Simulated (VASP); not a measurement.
Crystal: SiNi.

```
CELL_PARAMETERS angstrom
2.88956 0.00000 0.00000
0.00000 3.20976 0.00000
0.00000 0.00000 4.58192
ATOMIC_POSITIONS crystal
Si 0.00000 0.00000 0.15749
Si 0.50000 0.50000 0.84251
Ni 0.00000 0.00000 0.65668
Ni 0.50000 0.50000 0.34332
```

The cell is a database's computed one.

The cell isn't the ideal one: a relaxed cell with its volume scaled by 0.94.

| Item | Value |
| --- | --- |
| Program | VASP 6.6.1 |
| Task | relaxation of shape and atoms at fixed volume |
| Functional | PBEsol |
| Potentials or basis | VASP PAW PBE potentials, release 64 (Si, Ni) |
| Cutoff | 600 eV |
| k mesh | 12 × 12 × 8 |
| Occupations | methfessel-paxton, width 0.1 eV |
| Spin | no spin polarisation |

At the start: pressure 14.3 GPa; volume 10.62 Å³/atom.

Task: How do energy, volume and symmetry change on relaxing?

Result: Over 8 steps the energy falls by 2.1 meV/atom; space group Pmmn (No. 59, to 0.05 Å).

The path:
| step | energy change (eV) | largest force (eV/Å) | pressure (GPa) |
| --- | --- | --- | --- |
| 1 | 0.0000 | 0.1822 | 14.31 |
| 2 | -0.0072 | 0.0276 | 13.45 |
| 3 | -0.0072 | 0.0290 | 13.46 |
| 4 | -0.0078 | 0.0080 | 13.37 |
| 5 | -0.0080 | 0.0386 | 13.32 |
| 6 | -0.0082 | 0.0143 | 13.35 |
| 7 | -0.0082 | 0.0191 | 13.33 |
| 8 | -0.0082 | 0.0008 | 13.29 |

Final structure:
```yaml
crystal:
  lattice:
    - [2.85485, 0.00000, 0.00000]
    - [0.00000, 3.22514, 0.00000]
    - [0.00000, 0.00000, 4.61551]
  atoms:
    - { symbol: Si, position: [0.00000, 0.00000, 0.15588] }
    - { symbol: Si, position: [0.50000, 0.50000, 0.84412] }
    - { symbol: Ni, position: [0.00000, 0.00000, 0.65459] }
    - { symbol: Ni, position: [0.50000, 0.50000, 0.34541] }
```

Caveat: the PAW data sets were made with another functional, which shifts forces and pressure a little.
